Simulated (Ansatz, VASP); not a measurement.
ZrB2 in VASP and in Ansatz

File INCAR:

```
PREC     = Accurate       # precision mode
ENCUT    = 520            # plane-wave cutoff, eV
EDIFF    = 1E-6           # SCF threshold, eV
ISMEAR   = -1             # smearing method
SIGMA    = 0.05           # smearing width, eV
LREAL    = False          # projectors in reciprocal space
LASPH    = True           # aspherical terms in the spheres
NELM     = 60             # most SCF steps
ALGO     = Normal         # electronic algorithm
ISIF     = 2              # what is computed and relaxed
LWAVE    = False          # write WAVECAR
LCHARG   = False          # write CHGCAR
GGA      = PE             # functional
NBANDS   = 16             # bands
```

Contents of KPOINTS:

```
regular mesh
0
Gamma
  11 11 9
```

The input POSCAR:

```
ZrB2
1.0
    3.1675246616      0.0000000000      0.0000000000
   -1.5837623308      2.7431568240      0.0000000000
    0.0000000000      0.0000000000      3.5523880600
Zr B
1 2
Direct
    0.0000000000      0.0000000000      0.0000000000
    0.3333333333      0.6666666667      0.5000000000
    0.6666666667      0.3333333333      0.5000000000
```

Input for Ansatz:

```yaml
crystal:
  lattice:
    - [3.1675246616, 0.0, 0.0]
    - [-1.5837623308, 2.743156824, 0.0]
    - [0.0, 0.0, 3.55238806]
  atoms:
    - { symbol: Zr, position: [0.0, 0.0, 0.0] }
    - { symbol: B, position: [0.3333333333, 0.6666666667, 0.5] }
    - { symbol: B, position: [0.6666666667, 0.3333333333, 0.5] }
kpoints:
  mp_grid: { grid: [11, 11, 9] }
scf:
  occupations: { method: fermi_dirac, width: 0.05 }
hamiltonian:
  xc: pbe
  pseudopotentials: { kind: all_electron, lapw: { basis_error: 0.001 } }
output:
  forces: true
  stress: true
  eigenvalues: true
  populations: true
```

The cell is a database's computed one.

Alike in both runs: task single point; functional PBE; k mesh 11 × 11 × 9; occupations fermi-dirac, width 0.05 eV; no spin polarisation.

```csv
,VASP,Ansatz
version,VASP 6.6.1,Ansatz 0.2.0
potentials or method,"VASP PAW PBE potentials, release 64 (Zr_sv, B)","all-electron LAPW, scalar-relativistic"
plane-wave cutoff (eV),520,see its input
```

VASP gave:

- pressure (GPa): 0.0
- largest component of the traceless stress (GPa): 0.83

Task: What did Ansatz give for the same quantities?

Result: Pressure (GPa): -0.1; largest component of the traceless stress (GPa): 0.83.

Ansatz ran all-electron here, so the differences hold the error of VASP's frozen core and of both bases.
